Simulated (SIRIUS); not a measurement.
# TePb (Fm-3m) in SIRIUS: convergence with lmax of the augmentation

Aim: find how far lmax of the augmentation must go before the results for TePb settle, at LDA. This setting moves, with any that are tied to it; all else stays.

Everything below comes from runs of SIRIUS 7.12.0. Logs are shortened: lines on timing, memory, paths and dates and some standing lists are left out, and cuts for length are marked. The log counts tension as positive stress, the text compression.

### 1 The structure

The structure is cubic, space group Fm-3m (No. 225). The conventional cell has a = 6.462 Å, b = 6.462 Å, c = 6.462 Å, α = 90.00°, β = 90.00°, γ = 90.00°. Pb (site symmetry m-3m) is surrounded by 6 Te at 3.23 Å. Te (site symmetry m-3m) is surrounded by 6 Pb at 3.23 Å.

### 2 With lmax of the augmentation 4

Input file sirius.json:

```json
{
  "control": {
    "processing_unit": "cpu",
    "std_evp_solver_name": "lapack",
    "gen_evp_solver_name": "lapack",
    "verbosity": 2,
    "print_forces": true,
    "ortho_rf": true,
    "use_second_variation": true,
    "rmt_max": 3.0,
    "num_bands_to_print": 24,
    "save_wf": true
  },
  "parameters": {
    "electronic_structure_method": "full_potential_lapwlo",
    "xc_functionals": ["XC_LDA_X", "XC_LDA_C_PW"],
    "core_relativity": "dirac",
    "valence_relativity": "iora",
    "num_fv_states": 37,
    "smearing": "fermi_dirac",
    "smearing_width": 0.0018374661,
    "pw_cutoff": 20,
    "gk_cutoff": 3.4,
    "lmax_apw": 4,
    "lmax_rho": 8,
    "lmax_pot": 8,
    "num_mag_dims": 0,
    "auto_rmt": 0,
    "ngridk": [7, 7, 7],
    "shiftk": [0, 0, 0],
    "num_dft_iter": 80,
    "energy_tol": 1e-07,
    "density_tol": 1e-05,
    "use_symmetry": true
  },
  "settings": {"tol_ne": 1e-10},
  "iterative_solver": {"type": "exact"},
  "mixer": {"type": "anderson", "beta": 0.5, "max_history": 8},
  "unit_cell": {
    "lattice_vectors": [[0.0, 6.1057051087, 6.1057051087], [6.1057051087, 0.0, 6.1057051087], [6.1057051087, 6.1057051087, 0.0]],
    "atom_types": ["Pb", "Te"],
    "atom_files": {"Pb": "Pb.json", "Te": "Te.json"},
    "atoms": {"Pb": [[0.0, 0.0, 0.0]], "Te": [[0.5, 0.5, 0.5]]}
  }
}
```

Input file Pb.json:

```json
{
  "name": "lead",
  "symbol": "Pb",
  "number": 82,
  "mass": 207.2,
  "rmin": 1e-06,
  "rmt": 2.65,
  "nrmt": 800,
  "rinf": 17.22,
  "core": "1s2s2p3s3p3d4s4p4d",
  "valence": [
    {"basis": [{"enu": -0.04, "dme": 0, "n": 0, "auto": 0}, {"enu": -0.04, "dme": 1, "n": 0, "auto": 0}]},
    {"l": 0, "n": 1, "basis": [{"enu": -0.0473, "dme": 0, "n": 0, "auto": 0}]},
    {"l": 1, "n": 2, "basis": [{"enu": 0.06, "dme": 0, "n": 0, "auto": 0}]},
    {"l": 2, "n": 3, "basis": [{"enu": 0.06, "dme": 0, "n": 0, "auto": 0}]},
    {"l": 3, "n": 4, "basis": [{"enu": 0.06, "dme": 0, "n": 0, "auto": 0}]},
    {"l": 4, "n": 5, "basis": [{"enu": 0.06, "dme": 0, "n": 0, "auto": 0}]}
  ],
  "lo": [
    {
      "l": 0,
      "basis": [{"enu": -0.0473, "dme": 0, "n": 0, "auto": 0}, {"enu": -0.0473, "dme": 1, "n": 0, "auto": 0}]
    },
    {
      "l": 0,
      "basis": [{"enu": -5.0861, "dme": 0, "n": 5, "auto": 1}, {"enu": -5.0861, "dme": 1, "n": 5, "auto": 1}]
    },
    {
      "l": 0,
      "basis": [{"enu": -5.0861, "dme": 1, "n": 5, "auto": 1}, {"enu": -0.0473, "dme": 0, "n": 0, "auto": 0}]
    },
    {
      "l": 0,
      "basis": [{"enu": -0.0473, "dme": 0, "n": 0, "auto": 0}, {"enu": 2.231, "dme": 0, "n": 0, "auto": 0}]
    },
    {"l": 1, "basis": [{"enu": 0.06, "dme": 0, "n": 0, "auto": 0}, {"enu": 0.06, "dme": 1, "n": 0, "auto": 0}]},
    {
      "l": 1,
      "basis": [{"enu": -2.9546, "dme": 0, "n": 5, "auto": 1}, {"enu": -2.9546, "dme": 1, "n": 5, "auto": 1}]
    },
    {
      "l": 1,
      "basis": [{"enu": -2.9546, "dme": 1, "n": 5, "auto": 1}, {"enu": 0.06, "dme": 0, "n": 0, "auto": 0}]
    },
    {"l": 1, "basis": [{"enu": 0.06, "dme": 0, "n": 0, "auto": 0}, {"enu": 2.6801, "dme": 0, "n": 0, "auto": 0}]},
    {"l": 2, "basis": [{"enu": 0.06, "dme": 0, "n": 0, "auto": 0}, {"enu": 0.06, "dme": 1, "n": 0, "auto": 0}]},
    {
      "l": 2,
      "basis": [{"enu": -0.5887, "dme": 0, "n": 5, "auto": 1}, {"enu": -0.5887, "dme": 1, "n": 5, "auto": 1}]
    },
    {
      "l": 2,
      "basis": [{"enu": -0.5887, "dme": 1, "n": 5, "auto": 1}, {"enu": 0.06, "dme": 0, "n": 0, "auto": 0}]
    },
    {"l": 2, "basis": [{"enu": 0.06, "dme": 0, "n": 0, "auto": 0}, {"enu": 3.0219, "dme": 0, "n": 0, "auto": 0}]},
    {"l": 3, "basis": [{"enu": 0.06, "dme": 0, "n": 0, "auto": 0}, {"enu": 0.06, "dme": 1, "n": 0, "auto": 0}]},
    {
      "l": 3,
      "basis": [{"enu": -4.7174, "dme": 0, "n": 4, "auto": 1}, {"enu": -4.7174, "dme": 1, "n": 4, "auto": 1}]
    },
    {
      "l": 3,
      "basis": [{"enu": -4.7174, "dme": 1, "n": 4, "auto": 1}, {"enu": 0.06, "dme": 0, "n": 0, "auto": 0}]
    },
    {"l": 3, "basis": [{"enu": 0.06, "dme": 0, "n": 0, "auto": 0}, {"enu": 3.3637, "dme": 0, "n": 0, "auto": 0}]},
    {"l": 4, "basis": [{"enu": 0.06, "dme": 0, "n": 0, "auto": 0}, {"enu": 0.06, "dme": 1, "n": 0, "auto": 0}]},
    {"l": 4, "basis": [{"enu": 0.06, "dme": 0, "n": 0, "auto": 0}, {"enu": 2.7941, "dme": 0, "n": 0, "auto": 0}]}
  ],
  "free_atom": [... radial grid and density of the free atom, the start of the SCF ...]
}
```

Input file Te.json:

```json
{
  "name": "tellurium",
  "symbol": "Te",
  "number": 52,
  "mass": 127.6,
  "rmin": 1e-06,
  "rmt": 2.54,
  "nrmt": 800,
  "rinf": 14.28,
  "core": "1s2s2p3s3p3d",
  "valence": [
    {"basis": [{"enu": -0.04, "dme": 0, "n": 0, "auto": 0}, {"enu": -0.04, "dme": 1, "n": 0, "auto": 0}]},
    {"l": 0, "n": 1, "basis": [{"enu": -0.0591, "dme": 0, "n": 0, "auto": 0}]},
    {"l": 1, "n": 2, "basis": [{"enu": 0.06, "dme": 0, "n": 0, "auto": 0}]},
    {"l": 2, "n": 3, "basis": [{"enu": 0.06, "dme": 0, "n": 0, "auto": 0}]},
    {"l": 3, "n": 4, "basis": [{"enu": 0.06, "dme": 0, "n": 0, "auto": 0}]}
  ],
  "lo": [
    {
      "l": 0,
      "basis": [{"enu": -0.0591, "dme": 0, "n": 0, "auto": 0}, {"enu": -0.0591, "dme": 1, "n": 0, "auto": 0}]
    },
    {
      "l": 0,
      "basis": [{"enu": -5.7239, "dme": 0, "n": 4, "auto": 1}, {"enu": -5.7239, "dme": 1, "n": 4, "auto": 1}]
    },
    {
      "l": 0,
      "basis": [{"enu": -5.7239, "dme": 1, "n": 4, "auto": 1}, {"enu": -0.0591, "dme": 0, "n": 0, "auto": 0}]
    },
    {
      "l": 0,
      "basis": [{"enu": -0.0591, "dme": 0, "n": 0, "auto": 0}, {"enu": 2.4209, "dme": 0, "n": 0, "auto": 0}]
    },
    {"l": 1, "basis": [{"enu": 0.06, "dme": 0, "n": 0, "auto": 0}, {"enu": 0.06, "dme": 1, "n": 0, "auto": 0}]},
    {
      "l": 1,
      "basis": [{"enu": -3.906, "dme": 0, "n": 4, "auto": 1}, {"enu": -3.906, "dme": 1, "n": 4, "auto": 1}]
    },
    {"l": 1, "basis": [{"enu": -3.906, "dme": 1, "n": 4, "auto": 1}, {"enu": 0.06, "dme": 0, "n": 0, "auto": 0}]},
    {"l": 1, "basis": [{"enu": 0.06, "dme": 0, "n": 0, "auto": 0}, {"enu": 2.912, "dme": 0, "n": 0, "auto": 0}]},
    {"l": 2, "basis": [{"enu": 0.06, "dme": 0, "n": 0, "auto": 0}, {"enu": 0.06, "dme": 1, "n": 0, "auto": 0}]},
    {
      "l": 2,
      "basis": [{"enu": -1.2502, "dme": 0, "n": 4, "auto": 1}, {"enu": -1.2502, "dme": 1, "n": 4, "auto": 1}]
    },
    {
      "l": 2,
      "basis": [{"enu": -1.2502, "dme": 1, "n": 4, "auto": 1}, {"enu": 0.06, "dme": 0, "n": 0, "auto": 0}]
    },
    {"l": 2, "basis": [{"enu": 0.06, "dme": 0, "n": 0, "auto": 0}, {"enu": 3.284, "dme": 0, "n": 0, "auto": 0}]},
    {"l": 3, "basis": [{"enu": 0.06, "dme": 0, "n": 0, "auto": 0}, {"enu": 0.06, "dme": 1, "n": 0, "auto": 0}]},
    {"l": 3, "basis": [{"enu": 0.06, "dme": 0, "n": 0, "auto": 0}, {"enu": 2.757, "dme": 0, "n": 0, "auto": 0}]}
  ],
  "free_atom": [... radial grid and density of the free atom, the start of the SCF ...]
}
```

Input file sirius_start.json:

```json
{
  "control": {
    "processing_unit": "cpu",
    "std_evp_solver_name": "lapack",
    "gen_evp_solver_name": "lapack",
    "verbosity": 1,
    "print_forces": false,
    "ortho_rf": true,
    "use_second_variation": true,
    "rmt_max": 3.0,
    "num_bands_to_print": 24,
    "save_wf": false
  },
  "parameters": {
    "electronic_structure_method": "full_potential_lapwlo",
    "xc_functionals": ["XC_LDA_X", "XC_LDA_C_PW"],
    "core_relativity": "dirac",
    "valence_relativity": "iora",
    "num_fv_states": 37,
    "smearing": "fermi_dirac",
    "smearing_width": 0.0055123983,
    "pw_cutoff": 20,
    "gk_cutoff": 2.72,
    "lmax_apw": 4,
    "lmax_rho": 8,
    "lmax_pot": 8,
    "num_mag_dims": 0,
    "auto_rmt": 0,
    "ngridk": [3, 3, 3],
    "shiftk": [0, 0, 0],
    "num_dft_iter": 30,
    "energy_tol": 0.01,
    "density_tol": 0.05,
    "use_symmetry": true
  },
  "settings": {"tol_ne": 1e-10},
  "iterative_solver": {"type": "exact"},
  "mixer": {"type": "anderson", "beta": 0.5, "max_history": 8},
  "unit_cell": {
    "lattice_vectors": [[0.0, 6.1057051087, 6.1057051087], [6.1057051087, 0.0, 6.1057051087], [6.1057051087, 6.1057051087, 0.0]],
    "atom_types": ["Pb", "Te"],
    "atom_files": {"Pb": "Pb.json", "Te": "Te.json"},
    "atoms": {"Pb": [[0.0, 0.0, 0.0]], "Te": [[0.5, 0.5, 0.5]]}
  }
}
```

Potentials or basis: all-electron FP-LAPW, apw+lo standard.

Run with:

```console
$ OMP_NUM_THREADS=1 sirius.scf --input=sirius_start.json --output=start.json
$ OMP_NUM_THREADS=1 sirius.scf --input=sirius.json --output=output.json --task=1
```

The log of the run:

```text
Warning in function "initialize" at src/context/simulation_context.cpp:336
G+k cutoff (3.4) is too large for a given lmax (4) and a maximum MT radius (2.65)
suggested minimum value for lmax : 10
[info] SIRIUS version : 7.12.0
[info] number of MPI ranks           : 1
[info] MPI grid                      : 1 1
[info] maximum number of OMP threads : 1
[fft] FFT context for density and potential
[fft] =====================================
[fft]   plane wave cutoff                     : 20
[fft]   grid size                             : 60 60 60   total : 216000
[fft]   grid limits                           : -29 30   -29 30   -29 30
[fft]   number of G-vectors within the cutoff : 61527
[fft]   number of G-shells                    : 1585
[fft] FFT context for coarse grid
[fft] =====================================
[fft]   plane wave cutoff                     : 6.8
[fft]   grid size                             : 24 24 24   total : 13824
[fft]   grid limits                           : -11 12   -11 12   -11 12
[fft]   number of G-vectors within the cutoff : 2421
[fft]   number of G-shells                    : 90
[unit cell] lattice vectors
[unit cell]   a1 :       0.0000000000      6.1057051087      6.1057051087
[unit cell]   a2 :       6.1057051087      0.0000000000      6.1057051087
[unit cell]   a3 :       6.1057051087      6.1057051087      0.0000000000
[unit cell] reciprocal lattice vectors
[unit cell]   b1 :      -0.5145339642      0.5145339642      0.5145339642
[unit cell]   b2 :       0.5145339642     -0.5145339642      0.5145339642
[unit cell]   b3 :       0.5145339642      0.5145339642     -0.5145339642
[unit cell] unit cell volume :       455.23691421 [a.u.^3]
[unit cell] 1/sqrt(omega)    :         0.04686852
[unit cell] MT volume        :       146.59378808 (32.20%)
[unit cell] IT volume        :       308.64312612 (67.80%)
[unit cell] number of atom types : 2
[unit cell] type id : 0 symbol : Pb mt_radius :   2.650000 num_atoms : 1
[... 407 lines left out ...]
[generate_core_charge_density]   n,l,k : 1 0 1  energy :       -3230.51106126
[generate_core_charge_density]   n,l,k : 2 0 1  energy :        -577.13372952
[generate_core_charge_density]   n,l,k : 2 1 1  energy :        -554.33840443
[generate_core_charge_density]   n,l,k : 2 1 2  energy :        -473.93874075
[generate_core_charge_density]   n,l,k : 3 0 1  energy :        -138.28120240
[generate_core_charge_density]   n,l,k : 3 1 1  energy :        -127.98238266
[generate_core_charge_density]   n,l,k : 3 1 2  energy :        -110.04532133
[generate_core_charge_density]   n,l,k : 3 2 2  energy :         -93.07900941
[generate_core_charge_density]   n,l,k : 3 2 3  energy :         -89.25943937
[generate_core_charge_density]   n,l,k : 4 0 1  energy :         -31.03126058
[generate_core_charge_density]   n,l,k : 4 1 1  energy :         -26.57634676
[... 34 lines left out ...]
[find] valence_eval_sum               :    -140.90215990
[find] core_eval_sum                  :  -16928.35441459
[find] kinetic energy                 :   31517.39593885
[find] enuc                           :  -34747.54369611
[find] <rho|V^{XC}>                   :    -729.13932685
[find] <rho|E^{XC}>                   :    -549.34948165
[find] <mag|B^{XC}>                   :       0.00000000
[find] <rho|V^{H}>                    :  -47857.51318650
[find] smearing (-TS)                 :      -0.00000017
[find] SCF correction                 :       0.00018678
[find] Total energy                   :  -27708.25364537 (Ha),  -55416.50729075 (Ry)
[find] Free energy (E-TS)             :  -27708.25364555 (Ha),  -55416.50729110 (Ry)
[find] band gap (eV)                  :       0.94502676
[find] Efermi                         :       0.18119252
[find] iteration : 6, RMS (target) : 3.7292e-06 (1.0000e-05) , energy difference (target) : -3.4634e-08 (1.0000e-07)
[find] converged after 7 SCF iterations!
[find] Charges and magnetic moments
[find] --------------------------------------------------------------------------------
[find] atom      charge    core leakage
[find] --------------------------------------------------------------------------------
[find]    0   79.924333    8.267923e-10
[find]    1   49.798220    8.197886e-12
[find] total core leakage    : 8.34990138e-10
[find] interstitial charge   : 4.277443
[find] total charge          : 133.999995
[find] Energy
[find] --------------------------------------------------------------------------------
[find] valence_eval_sum               :    -140.90215990
[find] core_eval_sum                  :  -16928.35441459
[find] kinetic energy                 :   31517.39593885
[find] enuc                           :  -34747.54369611
[find] <rho|V^{XC}>                   :    -729.13932685
[find] <rho|E^{XC}>                   :    -549.34948165
[find] <mag|B^{XC}>                   :       0.00000000
[find] <rho|V^{H}>                    :  -47857.51318650
[find] smearing (-TS)                 :      -0.00000017
[find] SCF correction                 :       0.00018678
[find] Total energy                   :  -27708.25364537 (Ha),  -55416.50729075 (Ry)
[find] Free energy (E-TS)             :  -27708.25364555 (Ha),  -55416.50729110 (Ry)
[find] band gap (eV)                  :       0.94502676
[find] Efermi                         :       0.18119252
[ground_state]
[ground_state] ==== total Forces in Ha/bohr =====
[ground_state] atom:    0, force:       0.0000000      0.0000000      0.0000000
[ground_state] atom:    1, force:       0.0000000      0.0000000      0.0000000
[ground_state] ==== contribution from density =====
[ground_state] atom:    0, force:       0.0000000      0.0000000      0.0000000
[ground_state] atom:    1, force:       0.0000000      0.0000000      0.0000000
[ground_state] ==== contribution from Hartree potential =====
[ground_state] atom:    0, force:       0.0000000      0.0000000      0.0000000
[ground_state] atom:    1, force:       0.0000000      0.0000000      0.0000000
[ground_state] ==== contribution from IBS =====
[ground_state] atom:    0, force:       0.0000000      0.0000000      0.0000000
[ground_state] atom:    1, force:       0.0000000      0.0000000      0.0000000
```

It took 63 s on 1 thread of Arm Neoverse V2, shared host; peak memory 0.39 GiB.

What came out:

```
Free energy                                       : -753979.9922 eV
All electrons inside the program's atomic spheres : Pb 79.92; Te 49.80 (radii Pb 2.65, Te 2.54 bohr)
```

### 3 With lmax of the augmentation 5

Edit sirius.json of step 2 so:

```diff
@@ -23,3 +23,3 @@
     "gk_cutoff": 3.4,
-    "lmax_apw": 4,
+    "lmax_apw": 5,
     "lmax_rho": 8,
```

Pb.json is that of step 2.

Te.json is that of step 2.

Edit sirius_start.json of step 2 so:

```diff
@@ -23,3 +23,3 @@
     "gk_cutoff": 2.72,
-    "lmax_apw": 4,
+    "lmax_apw": 5,
     "lmax_rho": 8,
```

Potentials or basis: all-electron FP-LAPW, apw+lo standard.

Run with:

```console
$ OMP_NUM_THREADS=1 sirius.scf --input=sirius_start.json --output=start.json
$ OMP_NUM_THREADS=1 sirius.scf --input=sirius.json --output=output.json --task=1
```

It took 64 s on 1 thread of Arm Neoverse V2, shared host; peak memory 0.4 GiB.

What came out:

- Free energy: -753979.9249 eV
- All electrons inside the program's atomic spheres: Pb 79.92; Te 49.80 (radii Pb 2.65, Te 2.54 bohr)

### 4 With lmax of the augmentation 6

Edit sirius.json of step 3 so:

```diff
@@ -23,3 +23,3 @@
     "gk_cutoff": 3.4,
-    "lmax_apw": 5,
+    "lmax_apw": 6,
     "lmax_rho": 8,
```

Pb.json is that of step 3.

Te.json is that of step 3.

Edit sirius_start.json of step 3 so:

```diff
@@ -23,3 +23,3 @@
     "gk_cutoff": 2.72,
-    "lmax_apw": 5,
+    "lmax_apw": 6,
     "lmax_rho": 8,
```

Run with:

```console
$ OMP_NUM_THREADS=1 sirius.scf --input=sirius_start.json --output=start.json
$ OMP_NUM_THREADS=1 sirius.scf --input=sirius.json --output=output.json --task=1
```

Wall time 65 s (1 thread of Arm Neoverse V2, shared host); peak memory 0.42 GiB.

Results:

```
Free energy                                       : -753979.9079 eV
All electrons inside the program's atomic spheres : Pb 79.92; Te 49.80 (radii Pb 2.65, Te 2.54 bohr)
```

### 5 With lmax of the augmentation 8

Edit sirius.json of step 4 so:

```diff
@@ -23,3 +23,3 @@
     "gk_cutoff": 3.4,
-    "lmax_apw": 6,
+    "lmax_apw": 8,
     "lmax_rho": 8,
```

Pb.json is that of step 4.

Te.json is that of step 4.

Edit sirius_start.json of step 4 so:

```diff
@@ -23,3 +23,3 @@
     "gk_cutoff": 2.72,
-    "lmax_apw": 6,
+    "lmax_apw": 8,
     "lmax_rho": 8,
```

Run with:

```console
$ OMP_NUM_THREADS=1 sirius.scf --input=sirius_start.json --output=start.json
$ OMP_NUM_THREADS=1 sirius.scf --input=sirius.json --output=output.json --task=1
```

It took 69 s on 1 thread of Arm Neoverse V2, shared host; peak memory 0.46 GiB.

What came out:

| Property | Result |
| --- | --- |
| Free energy | -753979.9035 eV |
| All electrons inside the program's atomic spheres | Pb 79.92; Te 49.80 (radii Pb 2.65, Te 2.54 bohr) |

### 6 With lmax of the augmentation 10

Edit sirius.json of step 5 so:

```diff
@@ -23,3 +23,3 @@
     "gk_cutoff": 3.4,
-    "lmax_apw": 8,
+    "lmax_apw": 10,
     "lmax_rho": 8,
```

Pb.json is that of step 5.

Te.json is that of step 5.

Edit sirius_start.json of step 5 so:

```diff
@@ -23,3 +23,3 @@
     "gk_cutoff": 2.72,
-    "lmax_apw": 8,
+    "lmax_apw": 10,
     "lmax_rho": 8,
```

Potentials or basis: all-electron FP-LAPW, apw+lo standard.

Run with:

```console
$ OMP_NUM_THREADS=1 sirius.scf --input=sirius_start.json --output=start.json
$ OMP_NUM_THREADS=1 sirius.scf --input=sirius.json --output=output.json --task=1
```

Run time: 76 s. Hardware: 1 thread of Arm Neoverse V2, shared host; peak memory 0.52 GiB.

Results:

- Free energy: -753979.9030 eV
- All electrons inside the program's atomic spheres: Pb 79.92; Te 49.80 (radii Pb 2.65, Te 2.54 bohr)

### 7 With lmax of the augmentation 12

Edit sirius.json of step 6 so:

```diff
@@ -23,3 +23,3 @@
     "gk_cutoff": 3.4,
-    "lmax_apw": 10,
+    "lmax_apw": 12,
     "lmax_rho": 8,
```

Pb.json is that of step 6.

Te.json is that of step 6.

Edit sirius_start.json of step 6 so:

```diff
@@ -23,3 +23,3 @@
     "gk_cutoff": 2.72,
-    "lmax_apw": 10,
+    "lmax_apw": 12,
     "lmax_rho": 8,
```

Run with:

```console
$ OMP_NUM_THREADS=1 sirius.scf --input=sirius_start.json --output=start.json
$ OMP_NUM_THREADS=1 sirius.scf --input=sirius.json --output=output.json --task=1
```

Run time: 85 s. Hardware: 1 thread of Arm Neoverse V2, shared host; peak memory 0.59 GiB.

It converged, with:

- Free energy: -753979.9030 eV
- All electrons inside the program's atomic spheres: Pb 79.92; Te 49.80 (radii Pb 2.65, Te 2.54 bohr)

(Continued in part 2 of 2.)
